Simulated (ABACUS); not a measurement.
Crystal: Tc.

```
Tc
1.0
     2.74000    0.00000    0.00000
    -1.37000    2.37291    0.00000
     0.00000    0.00000    4.39800
Tc
2
Direct
  0.66667 0.33333 0.75000
  0.33333 0.66667 0.25000
```

Base run:

* Program: ABACUS 3.10.1
* Functional: LDA
* Potentials or basis: SG15 ONCV 1.2 PBE
* Cutoff: 1361 eV
* Density cutoff: 5442 eV
* Basis: DZP LCAO (the cutoffs set its grid)
* k mesh: 11 × 11 × 6
* Occupations: fermi-dirac, width 0.05 eV
* Spin: no spin polarisation

Its results: band gap on the k mesh none (metal or under the smearing width); pressure -8.4 GPa.

**Question.** After a change of settings the same cell gave: band gap on the k mesh none (metal or under the smearing width); pressure 5.5 GPa. Which change was it?
A. functional from LDA to WC
B. functional from LDA to PW91
C. functional from LDA to PBEsol
D. functional from LDA to SCAN

**Answer.** B.

PW91 binds less tightly than LDA, so the same cell stands under more pressure.

Caveats: the atomic orbitals were generated for these runs and aren't a published set; the potentials were made for another functional, which shifts forces and pressure; the basis of atomic orbitals isn't converged, which shifts pressures, moduli and gaps.
